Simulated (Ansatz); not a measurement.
# Cu(111) with 4 layers of random Cu-Os, 2x2: scattering by chemical disorder

Aim: the residual resistivity of a random alloy, from Cu(111) with 4 layers of random Cu-Os, 2x2 and longer regions.

Method: Ansatz plane-wave DFT, PBE, PAW files; ballistic transport by layer matching (Landauer), zero bias; PAW set soft_1, in Ansatz 0.2.0.

Report form: the programs' logs are mostly left out.

### Step 1. Starting point

The cell holds 40 atoms: 28 Cu and 12 Os. Cell: a = 5.112 Å, b = 5.112 Å, c = 20.923 Å, α = 93.5°, β = 86.5°, γ = 120.0°. It derives from Cu. Regions: lead, 24 atoms (24 Cu); scattering region, 16 atoms (12 Os and 4 Cu). The structure is stacked along c, and the current runs across the ab planes.

### Step 2. With 4 alloy layers

In 4 layers a share of 0.75 of the sites is given to Os at random. The layers about the cell's end stay perfect and serve as the lead. Disorder leaves little or no symmetry, which makes such runs dear. Energies from -0.05 to 0.05 eV in steps of 0.05 eV are too few for the program's thermal sum, so it prints no conductance; for a metal the transmission near the Fermi level serves, at a fraction of the cost.

Contents of input.yaml:

```yaml
crystal:
  lattice:
    - [5.1123254594, 0.0, 0.0]
    - [-2.5561627297, 4.4274037203, 0.0]
    - [1.2780813649, -0.73790062, 20.8709812911]
  atoms:
    - { symbol: Cu, position: [0.9916666667, 0.0083333333, 0.05] }
    - { symbol: Cu, position: [0.9916666667, 0.5083333333, 0.05] }
    - { symbol: Cu, position: [0.4916666667, 0.0083333333, 0.05] }
    - { symbol: Cu, position: [0.4916666667, 0.5083333333, 0.05] }
    - { symbol: Cu, position: [0.1416666667, 0.3583333333, 0.15] }
    - { symbol: Cu, position: [0.1416666667, 0.8583333333, 0.15] }
    - { symbol: Cu, position: [0.6416666667, 0.3583333333, 0.15] }
    - { symbol: Cu, position: [0.6416666667, 0.8583333333, 0.15] }
[... 28 atom lines left out ...]
    - { symbol: Cu, position: [0.8416666667, 0.1583333333, 0.95] }
    - { symbol: Cu, position: [0.8416666667, 0.6583333333, 0.95] }
    - { symbol: Cu, position: [0.3416666667, 0.1583333333, 0.95] }
    - { symbol: Cu, position: [0.3416666667, 0.6583333333, 0.95] }
kpoints:
  mp_grid: { grid: [5, 5, 1] }
hamiltonian:
  xc: pbe
  pseudopotentials: { kind: paw, azcp: { folder: soft_1 } }
scf:
  occupations: { method: fermi_dirac, width: 0.1 }
output:
  transmission:
    leads: [[0, 4]]
    kmesh: [10, 10]
    e_range: [-0.05, 0.05]
    de: 0.05
  write_potential: true
  write_density: true
  volumetric_format: npy
```

Command:

```sh
$ ansatz run input.yaml --threads 4 --pin off --max-ram 15360MiB --backend cpu --events-out ev --progress --plain --runs-dir out
```

The job ended after 7.8 min (4 threads of Arm Neoverse V1, shared host; peak memory 4.4 GiB; 27 min of CPU time).

This step gave:

| Quantity | Value |
| --- | --- |
| free energy | -322123.7918 eV |
| energy at zero smearing | -322123.4245 eV |
| Fermi energy | 20.97 eV |
| cell area | 22.63 Å² |
| transmission per spin nearest the Fermi level | 1.355 |
| open channels per spin nearest the Fermi level | 3.17 |
| step of the lead's potential | 27.1 meV |

Per spin. Table of transmission, zone mean by energy, zero at the Fermi level:

```csv
energy (eV),"transmission, zone mean"
-0.0500,1.40
0.0000,1.36
0.0500,1.35
```

Per spin. Table of open channels, zone mean, lead by energy, zero at the Fermi level:

```csv
energy (eV),"open channels, zone mean, lead"
-0.0500,3.21
0.0000,3.17
0.0500,3.21
```

Open channels over k1 and k2. At 0.0000 eV from the Fermi level.

Values, 10 rows by 10 columns:
```
3.00 4.00 3.00 3.00 3.00 4.00 3.00 3.00 3.00 3.00
3.00 3.00 4.00 3.00 3.00 4.00 3.00 3.00 3.00 3.00
3.00 3.00 3.00 4.00 3.00 4.00 3.00 3.00 3.00 3.00
3.00 3.00 3.00 3.00 3.00 2.00 3.00 3.00 3.00 3.00
4.00 4.00 4.00 4.00 2.00 3.00 2.00 4.00 4.00 4.00
3.00 3.00 3.00 3.00 3.00 2.00 3.00 3.00 3.00 3.00
3.00 3.00 3.00 3.00 3.00 4.00 3.00 4.00 3.00 3.00
3.00 3.00 3.00 3.00 3.00 4.00 3.00 3.00 4.00 3.00
3.00 3.00 3.00 3.00 3.00 4.00 3.00 3.00 3.00 4.00
4.00 3.00 3.00 3.00 3.00 4.00 3.00 3.00 3.00 3.00
```
Columns: k1 (b1) from -0.5 to 0.4; rows upwards: k2 (b2) from -0.5 to 0.4.

Over the solved energies the transmission per spin lies between 1.35 and 1.40, out of 3.20 channels of the lead on average (up to 3.21). The log calls the step of a lead's potential too much.

### Step 3. With 8 alloy layers

In 8 layers a share of 0.75 of the sites is given to Os at random. A fresh draw is used; the growth of the resistance with length is what counts.

System of this step: Cu(111) with 8 layers of random Cu-Os, 2x2. The cell holds 56 atoms: 32 Cu and 24 Os. Cell: a = 5.112 Å, b = 5.112 Å, c = 29.257 Å, α = 87.5°, β = 92.5°, γ = 120.0°. It derives from Cu. Regions: lead, 24 atoms (24 Cu); scattering region, 32 atoms (8 Cu and 24 Os). The structure is stacked along c, and the current runs across the ab planes.

Contents of input.yaml:

```yaml
crystal:
  lattice:
    - [5.1123254594, 0.0, 0.0]
    - [-2.5561627297, 4.4274037203, 0.0]
    - [-1.2780813649, 0.73790062, 29.2193738075]
  atoms:
    - { symbol: Cu, position: [0.005952381, 0.994047619, 0.0357142857] }
    - { symbol: Cu, position: [0.005952381, 0.494047619, 0.0357142857] }
    - { symbol: Cu, position: [0.505952381, 0.994047619, 0.0357142857] }
    - { symbol: Cu, position: [0.505952381, 0.494047619, 0.0357142857] }
    - { symbol: Cu, position: [0.1845238095, 0.3154761905, 0.1071428571] }
    - { symbol: Cu, position: [0.1845238095, 0.8154761905, 0.1071428571] }
    - { symbol: Cu, position: [0.6845238095, 0.3154761905, 0.1071428571] }
    - { symbol: Cu, position: [0.6845238095, 0.8154761905, 0.1071428571] }
[... 44 atom lines left out ...]
    - { symbol: Cu, position: [0.3273809524, 0.1726190476, 0.9642857143] }
    - { symbol: Cu, position: [0.3273809524, 0.6726190476, 0.9642857143] }
    - { symbol: Cu, position: [0.8273809524, 0.1726190476, 0.9642857143] }
    - { symbol: Cu, position: [0.8273809524, 0.6726190476, 0.9642857143] }
kpoints:
  mp_grid: { grid: [5, 5, 1] }
hamiltonian:
  xc: pbe
  pseudopotentials: { kind: paw, azcp: { folder: soft_1 } }
scf:
  occupations: { method: fermi_dirac, width: 0.1 }
output:
  transmission:
    leads: [[0, 4]]
    kmesh: [10, 10]
    e_range: [-0.05, 0.05]
    de: 0.05
  write_potential: true
  write_density: true
  volumetric_format: npy
```

Wall time 17 min (4 threads); peak memory 7.9 GiB; 63 min of CPU time.

This step gave:

```yaml
free_energy: -485243.2865 eV
energy_at_zero_smearing: -485242.7287 eV
fermi_energy: 22.96 eV
transmission_per_spin_nearest_the_fermi_level: 1.008
open_channels_per_spin_nearest_the_fermi_level: 3.21
step_of_the_lead_s_potential: 28.9 meV
```

Per spin. Table of transmission, zone mean by energy, zero at the Fermi level:

```csv
energy (eV),"transmission, zone mean"
-0.0500,0.996
0.0000,1.01
0.0500,1.02
```

Over the solved energies the transmission per spin lies between 0.996 and 1.02, out of 3.20 channels of the lead on average (up to 3.21). The log calls the step of a lead's potential too much.

### Step 4. With 12 alloy layers

In 12 layers a share of 0.75 of the sites is given to Os at random. A fresh draw is used; the growth of the resistance with length is what counts.

System of this step: Cu(111) with 12 layers of random Cu-Os, 2x2. The cell holds 72 atoms: 36 Cu and 36 Os. Cell: a = 5.112 Å, b = 5.112 Å, c = 37.568 Å, α = 90.0°, β = 90.0°, γ = 120.0°. It derives from Cu. Regions: lead, 24 atoms (24 Cu); scattering region, 48 atoms (36 Os and 12 Cu). The structure is stacked along c, and the current runs across the ab planes.

Contents of input.yaml:

```yaml
crystal:
  lattice:
    - [5.1123254594, 0.0, 0.0]
    - [-2.5561627297, 4.4274037203, 0.0]
    - [0.0, 0.0, 37.567766324]
  atoms:
    - { symbol: Cu, position: [0.0, 0.0, 0.0277777778] }
    - { symbol: Cu, position: [0.0, 0.5, 0.0277777778] }
    - { symbol: Cu, position: [0.5, 0.0, 0.0277777778] }
    - { symbol: Cu, position: [0.5, 0.5, 0.0277777778] }
    - { symbol: Cu, position: [0.1666666667, 0.3333333333, 0.0833333333] }
    - { symbol: Cu, position: [0.1666666667, 0.8333333333, 0.0833333333] }
    - { symbol: Cu, position: [0.6666666667, 0.3333333333, 0.0833333333] }
    - { symbol: Cu, position: [0.6666666667, 0.8333333333, 0.0833333333] }
[... 60 atom lines left out ...]
    - { symbol: Cu, position: [0.3333333333, 0.1666666667, 0.9722222222] }
    - { symbol: Cu, position: [0.3333333333, 0.6666666667, 0.9722222222] }
    - { symbol: Cu, position: [0.8333333333, 0.1666666667, 0.9722222222] }
    - { symbol: Cu, position: [0.8333333333, 0.6666666667, 0.9722222222] }
kpoints:
  mp_grid: { grid: [5, 5, 1] }
hamiltonian:
  xc: pbe
  pseudopotentials: { kind: paw, azcp: { folder: soft_1 } }
scf:
  occupations: { method: fermi_dirac, width: 0.1 }
output:
  transmission:
    leads: [[0, 4]]
    kmesh: [10, 10]
    e_range: [-0.05, 0.05]
    de: 0.05
  write_potential: true
  write_density: true
  volumetric_format: npy
```

Wall time 31 min (4 threads); peak memory 8.9 GiB.

This step gave:

```
free energy                                   : -648363.4853 eV
energy at zero smearing                       : -648362.7277 eV
Fermi energy                                  : 24.06 eV
transmission per spin nearest the Fermi level : 0.8521
step of the lead's potential                  : 26.8 meV
```

Per spin. Transmission, zone mean against energy, zero at the Fermi level:

```csv
energy (eV),"transmission, zone mean"
-0.0500,0.867
0.0000,0.852
0.0500,0.816
```

Over the solved energies the transmission per spin lies between 0.816 and 0.867, out of 3.20 channels of the lead on average (up to 3.21). The log calls the step of a lead's potential too much.

### Step 5. Resistance against length

This step: Ansatz plane-wave DFT, PBE, PAW files; ballistic transport by layer matching (Landauer), zero bias; residual resistivity from the slope of the area resistance, atoms on the host's lattice; PAW set soft_1 (Ansatz 0.2.0).

This step gave:

```yaml
resistivity: 79.26 µΩ cm
intercept: 0.5953 fΩ m²
scatter_about_the_fit: 0.05027 fΩ m²
```

Resistance, by row:

```csv
run,length (Å),T,channels N,RA (fΩ m²)
n4,8.348,1.368,3.197,1.221
n8,16.7,1.007,3.203,1.99
n12,25.05,0.8451,3.203,2.545
```

Area resistance against length of the alloy:

```csv
length of the alloy (Å),area resistance (fΩ m²)
8.35,1.22
16.70,1.99
25.05,2.54
```

The area resistance goes from 1.2 to 2.5 fΩ m² between 8.3 and 25.0 Å, a slope of 79 µΩ cm.

By hand from the end points: (2.545 − 1.221) fΩ m² / (25.05 − 8.35) Å = 79 µΩ cm, since 1 fΩ m² per Å is 1000 µΩ cm.

### Step 6. Results

```
resistivity from the slope  : 79.3 µΩ cm
area resistance over 8.35 Å : 1.22 fΩ m²
area resistance over 16.7 Å : 1.99 fΩ m²
area resistance over 25.0 Å : 2.54 fΩ m²
```

In words: The slope gives 79 µΩ cm. The points scatter by 0.050 fΩ m² about the line, with one random draw a length in a 2x2 cell, so the slope is a rough value. Read with a model of isotropic scattering on a spherical Fermi surface and the lead's 1.1×10¹⁵ S/m², this slope means a mean free path near 8.7 Å (a rough figure, since the alloy's own channel count differs); over these lengths the model's slope is within 3 % of its bulk resistivity. The atoms sit on the host's lattice, so scattering by size misfit is left out. With 75 % of Os, whose own structure is another, this is a hypothetical phase. Spin-orbit coupling is left out, which matters for Os. A lead's potential steps by up to 29 meV from period to period, which the log calls too much, so longer leads could move the result.

[Logs are printed without paths, hosts, clocks, repeated set-up lines and the standing remarks that a program may print on its own settings, such as how far it seeks lower states.]

[Hosts, paths, dates, database ids (printed as entryN), source tags and the programs' standing remarks are cut or masked in the printed files.]
